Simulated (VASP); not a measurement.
**P: single point with PBE**

The system is P, a sheet with vacuum.

```
CELL_PARAMETERS angstrom
3.31640 0.00000 0.00000
0.00000 4.37930 0.00000
0.00000 0.00000 21.37277
ATOMIC_POSITIONS crystal
P 0.50000 0.58068 0.32752
P 0.00000 0.91932 0.32752
P 0.00000 0.08068 0.42722
P 0.50000 0.41932 0.42722
P 0.00000 0.58068 0.57278
P 0.50000 0.91932 0.57278
P 0.50000 0.08068 0.67248
P 0.00000 0.41932 0.67248
```

The cell was built by a generator and needn't be a form met in nature.

- Program: VASP 6.6.1
- Task: single point
- Functional: PBE
- Potentials or basis: VASP PAW PBE potentials, release 64 (P)
- Cutoff: 520 eV
- k mesh: 14 × 10 × 1
- Occupations: gaussian, width 0.01 eV
- Spin: no spin polarisation
- Dipole correction: no
- Further INCAR settings: ALGO = Fast; EDIFF = 1e-07; NBANDS = 30

The largest force is 0.094 eV/Å and the band gap on the k mesh is 0.28 eV, direct.

Forces in eV/Å, atoms in the order of the input:
```
P    0.000  0.046 -0.082
P    0.000 -0.046 -0.082
P    0.000 -0.012  0.007
P    0.000  0.012  0.007
P    0.000 -0.012 -0.007
P    0.000  0.012 -0.007
P    0.000  0.046  0.082
P    0.000 -0.046  0.082
```

Levels at points of the mesh, in eV from the valence-band top:
```csv
k point,band 17,band 18,band 19,band 20,band 21,band 22,band 23,band 24
"(0.00, 0.00, 0.00)",-2.18,-2.06,-0.81,0.00,0.28,0.86,0.94,1.16
"(0.50, 0.00, 0.00)",-2.66,-2.66,-2.31,-2.31,0.91,0.91,0.92,0.92
"(0.00, 0.50, 0.00)",-1.44,-1.44,-1.23,-1.23,1.59,1.59,1.63,1.63
"(0.50, 0.50, 0.00)",-1.86,-1.86,-1.86,-1.86,2.05,2.05,2.05,2.05
```

Wall time 8.9 min on 1 thread of AMD EPYC 9R45 96-Core Processor (Zen 5), on a shared host, peak memory 0.54 GiB.

PBE gaps usually lie below the measured ones, often by a third to a half.
